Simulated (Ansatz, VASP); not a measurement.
**Mo in VASP and in Ansatz**

```
Mo
1.0
     3.16279    0.00000    0.00000
     0.00000    3.16279    0.00000
     0.00000    0.00000    3.16279
Mo
2
Direct
  0.00000 0.00000 0.00000
  0.50000 0.50000 0.50000
```

Alike in both runs: task single point; functional LDA; k mesh 8 × 8 × 8; occupations fermi-dirac, width 0.0816 eV; no spin polarisation.

```csv
,VASP,Ansatz
version,VASP 6.6.1,Ansatz 0.2.0
potentials or method,"VASP PAW LDA potentials, release 64 (Mo_sv)","PAW with Ansatz's default frozen-core files, scalar-relativistic"
plane-wave cutoff (eV),520,420
valence electrons in the cell,28,28
```

Ansatz gave:

| Quantity | Value |
| --- | --- |
| pressure (GPa) | -12.6 |

Which values does VASP return?

Pressure (GPa): -11.6.
